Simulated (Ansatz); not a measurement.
**LaScO3: the band gap up the ladder of functionals**

An exercise on one series of results from a longer session: the logs are not shown, and one member is left open.

Code: Ansatz 0.2.0. PAW datasets, plane waves. Spin-unpolarised throughout; all numbers are computed.

## The structure to begin with

The cell was relaxed beforehand with r2SCAN.

Space group Pnma (No. 62), orthorhombic; conventional cell a = 5.796 Å, b = 8.096 Å, c = 5.678 Å, 13.32 Å³ an atom. Around La lie 6 O at 2.39–2.70 Å; around Sc lie 6 O at 2.10–2.11 Å; around O lie 2 Sc at 2.11 Å and 2 La at 2.39–2.53 Å; around O lie 2 Sc at 2.10–2.11 Å and 2 La at 2.42–2.70 Å.

Structure file:

```cif
data_structure
_symmetry_space_group_name_H-M 'P 1'
_symmetry_Int_Tables_number 1
_cell_length_a 5.7959
_cell_length_b 8.0961
_cell_length_c 5.6784
_cell_angle_alpha 90.000
_cell_angle_beta 90.000
_cell_angle_gamma 90.000
_cell_volume 266.45
loop_
_atom_site_label
_atom_site_type_symbol
_atom_site_fract_x
_atom_site_fract_y
_atom_site_fract_z
_atom_site_occupancy
La1 La 0.95609 0.25000 0.01092 1
La2 La 0.54391 0.75000 0.51092 1
La3 La 0.45609 0.25000 0.48908 1
La4 La 0.04391 0.75000 0.98908 1
Sc1 Sc 0.50000 0.00000 0.00000 1
Sc2 Sc 0.00000 0.00000 0.50000 1
Sc3 Sc 0.00000 0.50000 0.50000 1
Sc4 Sc 0.50000 0.50000 0.00000 1
O1 O 0.53215 0.25000 0.90202 1
O2 O 0.96785 0.75000 0.40202 1
O3 O 0.03215 0.25000 0.59798 1
O4 O 0.46785 0.75000 0.09798 1
O5 O 0.29583 0.94787 0.70429 1
O6 O 0.20417 0.05213 0.20429 1
O7 O 0.79583 0.55213 0.79571 1
O8 O 0.70417 0.44787 0.29571 1
O9 O 0.70417 0.05213 0.29571 1
O10 O 0.79583 0.94787 0.79571 1
O11 O 0.20417 0.44787 0.20429 1
O12 O 0.29583 0.55213 0.70429 1
```

Set-up of the first run:

File input.yaml:

```yaml
crystal:
  lattice:
    - [5.795904126, 0.0, 0.0]
    - [0.0, 8.0960934062, 0.0]
    - [0.0, 0.0, 5.6783845525]
  atoms:
    - { symbol: La, position: [0.9560935503, 0.25, 0.0109150152] }
    - { symbol: La, position: [0.5439064497, 0.75, 0.5109150152] }
    - { symbol: La, position: [0.4560935503, 0.25, 0.4890849848] }
    - { symbol: La, position: [0.0439064497, 0.75, 0.9890849848] }
    - { symbol: Sc, position: [0.5, 0.0, 0.0] }
    - { symbol: Sc, position: [0.0, 0.0, 0.5] }
    - { symbol: Sc, position: [0.0, 0.5, 0.5] }
    - { symbol: Sc, position: [0.5, 0.5, 0.0] }
    - { symbol: O, position: [0.5321522222, 0.25, 0.9020175312] }
    - { symbol: O, position: [0.9678477778, 0.75, 0.4020175312] }
    - { symbol: O, position: [0.0321522222, 0.25, 0.5979824688] }
    - { symbol: O, position: [0.4678477778, 0.75, 0.0979824688] }
    - { symbol: O, position: [0.2958309834, 0.9478736458, 0.7042926353] }
    - { symbol: O, position: [0.2041690166, 0.0521263542, 0.2042926353] }
    - { symbol: O, position: [0.7958309834, 0.5521263542, 0.7957073647] }
    - { symbol: O, position: [0.7041690166, 0.4478736458, 0.2957073647] }
    - { symbol: O, position: [0.7041690166, 0.0521263542, 0.2957073647] }
    - { symbol: O, position: [0.7958309834, 0.9478736458, 0.7957073647] }
    - { symbol: O, position: [0.2041690166, 0.4478736458, 0.2042926353] }
    - { symbol: O, position: [0.2958309834, 0.5521263542, 0.7042926353] }
kpoints:
  mp_grid: { grid: [4, 4, 4] }
  band_path:
    path:
      - [[0.0, 0.0, 0.0], [0.5, 2.929323891137e-34, -1.099306203033e-34], [0.5, 0.5, -3.632976111371e-19], [1.845176454736e-50, 0.5, -3.632976111371e-19], [0.0, 0.0, 0.0], [1.066397183756e-50, 5.437401931303e-35, 0.5], [0.5, 2.995910358714e-34, 0.5], [0.5, 0.5, 0.5], [3.108239017353e-50, 0.5, 0.5], [1.066397183756e-50, 5.437401931303e-35, 0.5]]
      - [[0.5, 2.929323891137e-34, -1.099306203033e-34], [0.5, 2.995910358714e-34, 0.5]]
      - [[1.845176454736e-50, 0.5, -3.632976111371e-19], [3.108239017353e-50, 0.5, 0.5]]
      - [[0.5, 0.5, -3.632976111371e-19], [0.5, 0.5, 0.5]]
    npoints: 10
hamiltonian:
  xc: pbe
scf:
  occupations: { method: fermi_dirac, width: 0.02 }
  n_extra_bands: 9
output:
  forces: true
  stress: true
  eigenvalues: true
```

Steps of the session up to this table: PBE bands along the symmetry lines; r2SCAN at the same geometry; Single point with HSE06; Single point with PBE+SOC; PBE0 at the same geometry.

One of the session's tables, all rows but one given; the rest of the session is left out.

```
  level  gap (eV)
    PBE         ?
 r2SCAN      4.50
  HSE06      5.85
PBE+SOC      3.92
   PBE0      6.61
```

Q: Estimate the row for PBE from the others.

The run gave: gap (eV): 3.93. In the column «gap (eV)» it lies between PBE+SOC (3.92) and r2SCAN (4.50).

Meshes: PBE 4×4×4, r2SCAN 4×4×4, HSE06 4×2×4, PBE+SOC 4×4×4, PBE0 4×2×4

In words: The gap runs from 3.92 eV (PBE+SOC) to 6.61 eV (PBE0). PBE reaches 67 % of the HSE06 value, and r2SCAN 77 %. PBE0 lies 0.76 eV above HSE06, which differs from it by screening the long-range exchange.

Limits of these values: Warnings in the runs' records: stress scf threshold loose, stress exchange threshold loose.
